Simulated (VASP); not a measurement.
Here is a VASP 6.6.1 calculation.

INCAR

```
SYSTEM = C
  AGGAC = 0.0
  ALGO = Normal
  EDIFF = 1E-6
  ENCUT = 520
  GGA = MK
  ISIF = 2
  ISMEAR = -1
  LASPH = .True.
  LCHARG = .False.
  LREAL = .False.
  LUSE_VDW = .True.
  LWAVE = .False.
  NBANDS = 16
  NELM = 100
  PARAM1 = 0.1234
  PARAM2 = 0.711357
  PREC = Accurate
  SIGMA = 0.05
  ZAB_VDW = -1.8867
```

File KPOINTS:

```
k-points
0
Gamma
  16 16 4
  0 0 0
```

Contents of POSCAR:

```
C
1.0
    2.4610000000      0.0000000000      0.0000000000
   -1.2305000000      2.1312885187      0.0000000000
    0.0000000000      0.0000000000      6.7080000000
C
4
Direct
    0.0000000000      0.0000000000      0.2500000000
    0.3333333333      0.6666666667      0.2500000000
    0.0000000000      0.0000000000      0.7500000000
    0.6666666667      0.3333333333      0.7500000000
```

Potentials or basis: VASP PAW PBE potentials, release 64 (C).

Launch:

```sh
$ cat potpaw_PBE.64/C/POTCAR > POTCAR
$ mpirun -np 1 vasp_std > vasp.out
```

Q: Estimate the band gap on the k mesh.

A: 0.54 eV, direct.

Q: Estimate the pressure.

A: 1.4 GPa.

Stress tensor (GPa, compression positive):
```
 2.37  0.00  0.00
 0.00  2.37  0.00
 0.00  0.00 -0.45
```

Caveat: the PAW data sets were made with another functional, which shifts forces and pressure a little. A k mesh can miss the band edges.
